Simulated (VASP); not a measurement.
# TiSe2: relaxation of cell and atoms with LDA

The system is TiSe2.

```
CELL_PARAMETERS angstrom
3.44010 0.00000 0.00000
-1.72005 2.97922 0.00000
0.00000 0.00000 5.80074
ATOMIC_POSITIONS crystal
Ti 0.00000 0.00000 0.00000
Se 0.33333 0.66667 0.26560
Se 0.66667 0.33333 0.73440
```

* Program: VASP 6.6.1
* Task: relaxation of cell and atoms
* Functional: LDA
* Potentials or basis: VASP PAW LDA potentials, release 64 (Ti_sv, Se)
* Cutoff: 600 eV
* k mesh: 12 × 12 × 6
* Occupations: methfessel-paxton, width 0.1 eV
* Spin: no spin polarisation
* Further INCAR settings: ALGO = Normal; EDIFF = 1e-07; IBRION = 2; EDIFFG = -0.005; NSW = 90; ISIF = 3

| Property | Result |
| --- | --- |
| Relaxed volume | 19.82 Å³/atom |
| Relaxed cell | a = 3.441 Å, b = 3.441 Å, c = 5.799 Å, α = 90.00°, β = 90.00°, γ = 120.00° |
| Space group after relaxing (to 0.05 Å) | P-3m1 (No. 164) |
| Energy gained by relaxing | 0.0 meV/atom |
| Ionic steps | 2 |
| Pressure after relaxing | 0.0 GPa |
| Band gap on the k mesh | none (metal or under the smearing width) |

Final structure:
```
Ti Se
1.0
     3.44100    0.00000    0.00000
    -1.72050    2.98000    0.00000
     0.00000    0.00000    5.79886
Ti Se
1 2
Direct
  0.00000 0.00000 0.00000
  0.33333 0.66667 0.26556
  0.66667 0.33333 0.73444
```

Levels at points of the mesh, in eV from the Fermi level:
```csv
k point,band 8,band 9,band 10,band 11,band 12,band 13,band 14,band 15,band 16
"(0.00, 0.00, 0.00)",-2.26,-2.26,0.47,0.52,0.52,0.54,0.73,0.73,3.47
"(0.50, 0.00, 0.00)",-3.96,-2.99,-2.94,-2.26,-1.40,0.04,1.55,1.98,3.36
"(0.00, 0.00, 0.50)",-3.02,-2.18,-2.18,0.39,0.39,0.50,0.50,1.35,3.97
"(0.50, 0.00, 0.50)",-5.01,-2.89,-2.58,-1.05,-0.78,-0.32,1.54,1.95,3.21
```

It took 2.3 min on 1 thread of Intel(R) Xeon(R) Platinum 8488C (Sapphire Rapids), with other jobs on the host, peak memory 0.25 GiB.
